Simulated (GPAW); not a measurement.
A run of GPAW 26.7.0:

run.py

```python
import spglib
from ase import Atoms
from ase.dft.bandgap import bandgap
from ase.io import read, write
from ase.units import GPa
from gpaw import GPAW, PW, setup_paths

setup_paths.insert(0, '.')

atoms = read('GaN.cif')
cell, positions, numbers = spglib.find_primitive(
    (atoms.cell[:], atoms.get_scaled_positions(), atoms.numbers), symprec=1e-4)
atoms = Atoms(numbers, cell=cell, scaled_positions=positions, pbc=True)

calc = GPAW(mode=PW(650),
            xc='PBE',
            kpts={'size': (8, 8, 8), 'gamma': True},
            occupations={'name': 'fermi-dirac', 'width': 0.01},
            nbands=11,
            convergence={'density': 1e-05, 'energy': 1e-05},
            maxiter=150,
            txt='gpaw.txt')
atoms.calc = calc
energy = atoms.get_potential_energy()
forces = atoms.get_forces()
stress = atoms.get_stress()
calc.write('gs.gpw')
write('result.traj', atoms)
print(f'Energy: {energy:.6f} eV')
print('Forces (eV/A):')
print(forces.round(4))
print('Stress (GPa):', (stress / GPa).round(3))
print('Fermi level:', round(calc.get_fermi_level(), 4), 'eV')
print(f'Gap: {bandgap(calc)[0]:.4f} eV, direct: {bandgap(calc, direct=True)[0]:.4f} eV')
```

GaN.cif

```cif
data_GaN
_cell_length_a 4.50700122
_cell_length_b 4.50700122
_cell_length_c 4.50700122
_cell_angle_alpha 90.00000000
_cell_angle_beta 90.00000000
_cell_angle_gamma 90.00000000
_space_group_name_H-M_alt 'F-43m'
_space_group_name_Hall 'F -4 2 3'
_space_group_IT_number 216
loop_
_space_group_symop_operation_xyz
'x,y,z'
'y,-x,-z'
'-x,-y,z'
'-y,x,-z'
'x,-y,-z'
'y,x,z'
'-x,y,-z'
'-y,-x,z'
'z,x,y'
'-z,y,-x'
'z,-x,-y'
'-z,-y,x'
'-z,x,-y'
'z,y,x'
'-z,-x,y'
'z,-y,-x'
'y,z,x'
'-x,-z,y'
'-y,z,-x'
'x,-z,-y'
'-y,-z,x'
'x,z,y'
'y,-z,-x'
'-x,z,-y'
'x,y+1/2,z+1/2'
'y,-x+1/2,-z+1/2'
'-x,-y+1/2,z+1/2'
'-y,x+1/2,-z+1/2'
'x,-y+1/2,-z+1/2'
'y,x+1/2,z+1/2'
'-x,y+1/2,-z+1/2'
'-y,-x+1/2,z+1/2'
'z,x+1/2,y+1/2'
'-z,y+1/2,-x+1/2'
'z,-x+1/2,-y+1/2'
'-z,-y+1/2,x+1/2'
'-z,x+1/2,-y+1/2'
'z,y+1/2,x+1/2'
'-z,-x+1/2,y+1/2'
'z,-y+1/2,-x+1/2'
'y,z+1/2,x+1/2'
'-x,-z+1/2,y+1/2'
'-y,z+1/2,-x+1/2'
'x,-z+1/2,-y+1/2'
'-y,-z+1/2,x+1/2'
'x,z+1/2,y+1/2'
'y,-z+1/2,-x+1/2'
'-x,z+1/2,-y+1/2'
'x+1/2,y,z+1/2'
'y+1/2,-x,-z+1/2'
'-x+1/2,-y,z+1/2'
'-y+1/2,x,-z+1/2'
'x+1/2,-y,-z+1/2'
'y+1/2,x,z+1/2'
'-x+1/2,y,-z+1/2'
'-y+1/2,-x,z+1/2'
'z+1/2,x,y+1/2'
'-z+1/2,y,-x+1/2'
'z+1/2,-x,-y+1/2'
'-z+1/2,-y,x+1/2'
'-z+1/2,x,-y+1/2'
'z+1/2,y,x+1/2'
'-z+1/2,-x,y+1/2'
'z+1/2,-y,-x+1/2'
'y+1/2,z,x+1/2'
'-x+1/2,-z,y+1/2'
'-y+1/2,z,-x+1/2'
'x+1/2,-z,-y+1/2'
'-y+1/2,-z,x+1/2'
'x+1/2,z,y+1/2'
'y+1/2,-z,-x+1/2'
'-x+1/2,z,-y+1/2'
'x+1/2,y+1/2,z'
'y+1/2,-x+1/2,-z'
'-x+1/2,-y+1/2,z'
'-y+1/2,x+1/2,-z'
'x+1/2,-y+1/2,-z'
'y+1/2,x+1/2,z'
'-x+1/2,y+1/2,-z'
'-y+1/2,-x+1/2,z'
'z+1/2,x+1/2,y'
'-z+1/2,y+1/2,-x'
'z+1/2,-x+1/2,-y'
'-z+1/2,-y+1/2,x'
'-z+1/2,x+1/2,-y'
'z+1/2,y+1/2,x'
'-z+1/2,-x+1/2,y'
'z+1/2,-y+1/2,-x'
'y+1/2,z+1/2,x'
'-x+1/2,-z+1/2,y'
'-y+1/2,z+1/2,-x'
'x+1/2,-z+1/2,-y'
'-y+1/2,-z+1/2,x'
'x+1/2,z+1/2,y'
'y+1/2,-z+1/2,-x'
'-x+1/2,z+1/2,-y'
loop_
_atom_site_label
_atom_site_type_symbol
_atom_site_symmetry_multiplicity
_atom_site_Wyckoff_symbol
_atom_site_fract_x
_atom_site_fract_y
_atom_site_fract_z
_atom_site_occupancy
Ga1 Ga 4 a 0.0000000000 0.0000000000 0.0000000000 1
N1 N 4 d 0.2500000000 0.2500000000 0.7500000000 1
```

Potentials or basis: PAW data sets generated in the run's folder for this functional, pw.

Command:

```console
$ gpaw-setup -f PBE Ga N
$ OMP_NUM_THREADS=1 python run.py
```

Hardware: 1 thread of Arm Neoverse V2, on a shared host.

Q: Estimate the wall time of this run.

A: It took 6.3 s on 1 thread of Arm Neoverse V2 (shared host), peak memory 0.13 GiB. Counts: scf iterations 10, plane waves 881, bands 11, k points 29.
